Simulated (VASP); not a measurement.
Set up this calculation in VASP 6.6.1, as the native input.

* Task: single point
* Functional: PBE
* Potentials or basis: VASP PAW PBE potentials, release 64 (Sc_sv)
* Cutoff: 520 eV
* k mesh: 18 × 18 × 18
* Occupations: gaussian, width 0.15 eV
* Spin: no spin polarisation
* Dipole correction: no
* Further INCAR settings: ALGO = Normal; EDIFF = 1e-06; NBANDS = 12

The structure of Sc lies in POSCAR:

```
Sc
1.0
    0.0000000000      2.1569750000      2.1569750000
    2.1569750000      0.0000000000      2.1569750000
    2.1569750000      2.1569750000      0.0000000000
Sc
1
Direct
    0.0000000000      0.0000000000      0.0000000000
```

This isn't the form of Sc at room conditions, which is hcp.

The cell isn't the ideal one: strain -0.050 along x and y, -0.050 along z, atoms carried along.

These files were run (other wordings do the same):

INCAR

```
PREC = Accurate
ENCUT = 520
EDIFF = 1E-6
ISMEAR = 0
SIGMA = 0.15
LREAL = False
LASPH = True
NELM = 100
ALGO = Normal
ISIF = 2
LWAVE = False
LCHARG = False
GGA = PE
NBANDS = 12
```

KPOINTS

```
regular mesh
0
Gamma
  18 18 18
```

Potentials or basis: VASP PAW PBE potentials, release 64 (Sc_sv).

Launch:

```bash
$ cat potpaw_PBE.64/Sc_sv/POTCAR > POTCAR
$ mpirun -np 1 vasp_std > vasp.out
```

Results of the run:

| Property | Result |
| --- | --- |
| Pressure | 14.6 GPa |
| Band gap on the k mesh | none (metal or under the smearing width) |

It took 23 s on 1 thread of AMD EPYC 9R45 96-Core Processor (Zen 5), with other jobs on the host, peak memory 0.14 GiB.
